**Q:** I need a bulk modulus for SnTe. The methods in this table spread from 40 to 53 GPa, but four of them fall within 0.6 GPa of one another near 46. May I take 46 GPa and count the agreement as confirmation?

Kohn-Sham DFT calculations for SnTe (space group Fm-3m, 2-atom cell) with Ansatz and GPAW, without spin polarization and with Fermi-Dirac smearing of 0.05 eV. The basis column gives the plane-wave cutoff. Bulk moduli are static-lattice values from an equation of state over seven volumes, each taken at the method's own energy minimum.

```tsv
method	rung	program	potentials	basis	spin orbit	k mesh	bulk modulus (GPa)
BP86-D4	GGA	GPAW	PAW data sets made by gpaw setup for the functional	600 eV	no	6x6x6 2-atom cell	49.50
PBE	GGA	Ansatz	Ansatz PAW polarizable	420 eV	no	7x7x7 2-atom cell	40.20
PBEsol	GGA	Ansatz	Ansatz PAW	420 eV	yes	7x7x7 2-atom cell	46.50
PBEsol-D3(BJ)	GGA	Ansatz	Ansatz PAW	420 eV	no	7x7x7 2-atom cell	52.80
RPBE-D4	GGA	GPAW	GPAW PAW data sets (gpaw data 1.2.1)	600 eV	no	6x6x6 2-atom cell	47.30
revPBE-D4	GGA	GPAW	GPAW PAW data sets (gpaw data 1.2.1)	600 eV	no	6x6x6 2-atom cell	46.00
vdW-DF-cx	GGA	GPAW	GPAW PAW data sets (gpaw data 1.2.1)	600 eV	no	6x6x6 2-atom cell	45.90
m-r2SCAN	meta-GGA	Ansatz	Ansatz PAW	500 eV	no	7x7x7 2-atom cell	43.80
r2SCAN	meta-GGA	Ansatz	Ansatz PAW	500 eV	no	7x7x7 2-atom cell	43.80
r2SCAN-rVV10	meta-GGA	Ansatz	Ansatz PAW	500 eV	no	7x7x7 2-atom cell	46.40
```

**A:** Not on that evidence. Each modulus belongs to the volume at which that method has its lowest energy, and these volumes differ. Compare revPBE-D4 with vdW-DF-cx, which share program, potentials, cutoff and mesh. (The table lists vdW-DF-cx as a GGA, but its correlation has a nonlocal part that supplies dispersion.) They agree to 0.1 GPa in the table, but in one common cell of 31.28 Å$^3$ per atom they give 43.8 and 48.5 GPa. Two different descriptions of the crystal have arrived at the same number by way of different volumes.

**Q:** How can a crystal have a bulk modulus at a volume where it is not at rest?

**A:** The modulus is $B=-V\,dP/dV$, where $V$ is the volume per atom and $P$ the pressure needed to hold the crystal there. It measures how steeply the pressure rises on compression, and that slope exists at any volume. Here I took it from the calculated pressures in cells 2 % smaller and 2 % larger than the common one. For vdW-DF-cx I used the curvature of the energy over the same three cells, which amounts to the same thing.

**Q:** Then the cure looks easy. Bonds are softer when they are longer, so I evaluate every method in the same cell and the spread disappears.

**A:** It shrinks only from 12.6 to 9.5 GPa, and the order largely turns round. PBE, the softest entry in the table, rises from 40.2 to 49.8 GPa. PBEsol-D3(BJ), the stiffest, drops from 52.8 to 40.9 GPa and becomes the softest of all. The two have moved past each other, so the volume correction has done too much. What fails here is the picture that all methods share one curve of modulus against volume and merely stop at different points on it.

**Q:** If I had only one of these calculations, could I tell which way it errs?

**A:** Look at the pressure in a cell whose size you trust. A positive pressure means that the method wants a larger crystal, a negative one that it wants a smaller crystal. In the common cell PBE gives +2.2 GPa and PBEsol-D3(BJ) gives −2.4 GPa. That cell has a lattice constant of twice the Sn–Te contact, $2\times3.151=6.302$ Å, and the measured one is roughly 6.3 Å as I recall it, so at pressures of this size the sign is a fair warning of too weak or too strong binding. A few tenths of a GPa would be too little to judge by.

The sign also sorts the moduli. In the common cell every method that wants to shrink has a modulus below 45 GPa, and every method that wants to expand has one above 48 GPa. By and large, then, what pulls the crystal inward also makes it softer at fixed volume, though single pairs of methods can depart from this. The volume-only picture leaves out exactly this connection.

**Q:** Why does PBE want to expand in the first place?

**A:** That is familiar behaviour. Its gradient correction favours the strongly varying density of separate atoms over the smoother density of a solid, and it contains no long-range dispersion, which matters between large, polarizable atoms such as Sn and Te. The resulting volume is 5 % above that of the common cell. PBEsol weakens the gradient correction for the sake of solids and comes almost to rest in that cell, at −0.4 GPa.

PBEsol-D3(BJ) then adds dispersion to a functional that was already compact, and ends 5 % below the common cell. The PBEsol entry includes spin-orbit coupling and the D3 entry does not, so the step between them is not the effect of D3 alone. The overshoot itself is plain from the pressure.

**Q:** Do the D4 methods overshoot for the same reason?

**A:** They start from functionals that bind weakly, but the correction is large. For BP86 the slope of the D4 energy, read as the energy of the two-atom cell, is an inward pull of 3.8 GPa in the common cell. The full method has −1.2 GPa there, so BP86 alone would push outward with $-1.2+3.8=2.6$ GPa, much like PBE. D4 cancels that push and goes somewhat beyond it. (The output labels the D4 energy as per atom. Taken that way, BP86 alone would push with 6.4 GPa, which is hardly credible for a functional that normally gives volumes close to those of PBE.)

**Q:** I still don't see how an attraction can make the crystal stiffer in the table and softer in a fixed cell.

**A:** Consider two limits. In the first, the added attraction pulls with the same pressure at every volume. It then leaves the slope of the pressure alone, and the modulus in a fixed cell doesn't change. The crystal merely contracts until the repulsion between the ions balances the pull, and there it is stiffer. In this limit your volume-only picture would be exact.

In the second limit the pull grows very fast as the crystal is compressed. Such an attraction helps the compression along, and so takes stiffness away. If it grows fast enough, this loss uses up all that the contraction gains, and the modulus at the minimum stays where it was. The D4 corrections in this table lie between the two limits.

**Q:** Can one say where between them?

**A:** Yes, with one assumption about the shape of the attraction. Let it add an energy $-C\,V^{-n}$ per atom, with $C$ and $n$ constant. Its inward pull is $p=nC\,V^{-n-1}$, and its own contribution to the modulus is

$$\Delta B_{\text{fixed}}=V\frac{dp}{dV}=-(n+1)\,p .$$

The crystal now contracts by the fraction $p/B$. Let $B'=dB/dP$ be the rate at which the modulus rises with pressure. The contraction then returns $B'p$, and the net change at the new minimum is

$$\Delta B_{\text{min}}=(B'-n-1)\,p .$$

Dividing this gain by the contraction gives a rule for moduli at their own minima, with $V_0$ the volume at the minimum:

$$B\propto V_0^{-(B'-n-1)} .$$

The first limit is $n+1=0$, the second $n+1=B'$. For SnTe, PBE gives $B'=4.4$. The D4 energies of the three D4 methods, compared between the smallest and the largest calculated cell, give $n+1=2.0$ on average. The exponent is therefore 2.4 instead of 4.4, and nearly half of the stiffening that contraction alone would bring is lost.

**Q:** Isn't dispersion supposed to go as the inverse sixth power of distance? That would be $n=2$.

**A:** For pairs of atoms far apart, yes, since volume goes as distance cubed. At bonding distances the correction is damped, so that it doesn't double the binding which the functional already describes. Damping makes the attraction grow more slowly on compression, which is probably the main reason why $n$ comes out near 1 here. The crystal thus lies closer to the first limit than undamped dispersion would put it.

**Q:** Let me try the rule on the hardest case, from PBE to PBEsol-D3(BJ).

**A:** The volumes are 32.87 and 29.72 Å$^3$ per atom, a ratio of 1.106. Raised to the power 2.4 this is 1.27, and $40.2\times1.27\approx51$ GPa. The calculation gives 52.8 GPa, a value that did not enter the estimate. With the volume-only exponent of 4.4 you would have found 63 GPa.

**Q:** Does it work as well for the others?

**A:** Starting from PBE each time, the rule misses by at most 2.5 GPa, the volume-only law by up to 9.9 GPa. As a check that doesn't start from PBE, I fitted a straight line to the logarithm of the modulus against that of the volume, by least squares over nine methods; m-r2SCAN repeats the r2SCAN result and was left out. The exponent came out as 2.3 ± 0.3, in line with 2.4. That supports the rule, though other differences between methods could also produce such a slope.

The weak step is to treat the change from one functional to another as if it were a smooth attraction like D4. The common cell lets us examine that step directly. Across the methods the modulus there falls by about 2.4 GPa for each GPa of extra inward pressure, where the D4 shape predicts 2.0. So the assumption is reasonable on average, but it needn't hold for each pair.

**Q:** Where does it break down?

**A:** Between PBE and r2SCAN. In the common cell r2SCAN pushes outward less than PBE, so it should be a little softer there, but it is just as stiff, at about 50 GPa. For r2SCAN, with or without rVV10, the volume-only law is in fact the better guide from PBE. My guess is that r2SCAN, which also uses the kinetic energy density, changes the short-range repulsion along with the attraction. But PBE alone was run with the potentials marked "polarizable" in the table, and these calculations can't separate the two causes.

**Q:** Then rVV10 added to r2SCAN should be a cleaner test, because only the dispersion is new. I would predict a smaller crystal that is stiffer in the table but softer in the common cell.

**A:** Both signs are right. The modulus at the minimum rises by 2.6 GPa, while in the common cell it falls by 1.2 GPa. Program, potentials and k mesh are the same in the two calculations, and apart from rVV10 only the cutoff for the density differs, so this pair shows the double action of an attraction more directly than any comparison across the table. The loss is smaller than the D4 shape would suggest, which means that the pull of rVV10 grows more gently on compression.

**Q:** So what do I write down for my stress calculation?

**A:** Write about 46 GPa if you like, but give it an uncertainty of some 5 GPa either way, and don't narrow it because four entries coincide. Moving all methods to one cell still leaves a spread of about a fifth of the value, and a pressure computed from a known change of volume inherits it. Nor should you rank methods that differ by a GPa or so, since potentials, cutoffs and meshes also vary between them.

**Q:** And if I find a measured modulus that agrees with one of the methods?

**A:** First check that the method also gives the right volume. A functional that binds too weakly can reach a plausible modulus because its crystal is too large, and it will then be wrong as soon as you hold the lattice at its true size. Remember too that these moduli are for a lattice without thermal motion. Warming normally expands and softens a crystal, so a room-temperature measurement should lie somewhat below the static value of a perfect method.
